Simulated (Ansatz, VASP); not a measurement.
# Two plane-wave programs on Sb

The input INCAR:

```
ALGO = Normal
EDIFF = 1E-8
ENCUT = 520
GGA = PS
GGA_COMPAT = False
ISIF = 2
ISMEAR = -1
LASPH = True
LCHARG = False
LEFG = True
LORBIT = 11
LORBMOM = True
LREAL = False
LSORBIT = True
LWAVE = False
MAGMOM = 0 0 0
NBANDS = 16
NELM = 150
PREC = Accurate
SIGMA = 0.05
```

File KPOINTS:

```
k-points
0
Gamma
  12 12 12
```

The input POSCAR:

```
Sb
1.0
    3.0833436100      0.0000000000      0.0000000000
    0.0000000000      3.0833436100      0.0000000000
    0.0000000000      0.0000000000      3.0833436100
Sb
1
Direct
    0.0000000000      0.0000000000      0.0000000000
```

Input for Ansatz:

```yaml
crystal:
  lattice:
    - [3.08334361, 0.0, 0.0]
    - [0.0, 3.08334361, 0.0]
    - [0.0, 0.0, 3.08334361]
  atoms:
    - { symbol: Sb, position: [0.0, 0.0, 0.0] }
kpoints:
  mp_grid: { grid: [12, 12, 12] }
  band_path:
    path:
      - [0.0, 0.0, 0.0]
      - [0.0, 0.5, 0.0]
      - [0.5, 0.5, 0.0]
      - [0.0, 0.0, 0.0]
      - [0.5, 0.5, 0.5]
      - [0.0, 0.5, 0.0]
      - [0.5, 0.5, 0.5]
      - [0.5, 0.5, 0.0]
    npoints: 5
scf:
  occupations: { method: fermi_dirac, width: 0.05 }
hamiltonian:
  xc: pbesol
  pseudopotentials: { kind: paw_fr }
output:
  forces: true
  stress: true
  eigenvalues: true
  efg: { contact_densities: true }
magnetization:
  noncollinear: true
  spin_orbit: true
```

Alike in both runs: task electric field gradients; functional PBEsol; k mesh 12 × 12 × 12; occupations fermi-dirac, width 0.05 eV; non-collinear spin, spin-orbit coupling.

|  | VASP | Ansatz |
| --- | --- | --- |
| version | VASP 6.6.1 | Ansatz 0.2.0 |
| potentials or method | VASP PAW PBE potentials, release 64 (Sb) | PAW with Ansatz's default frozen-core files, fully relativistic files with spin-orbit coupling |
| plane-wave cutoff (eV) | 520 | 420 |
| valence electrons in the cell | 5 | 15 |

```csv
,VASP,Ansatz,Ansatz less VASP
pressure (GPa),-1.1,-1.2,-0.12
net moment per atom (μB),0.00,0.00,0.000
Vzz of the field gradient on the site that differs most (V/Å²),0.0,0.0,0.00
```

The two sets of potentials don't hold the same shells in valence.

Caveats: the PAW data sets were made with another functional, which shifts forces and pressure a little (VASP).
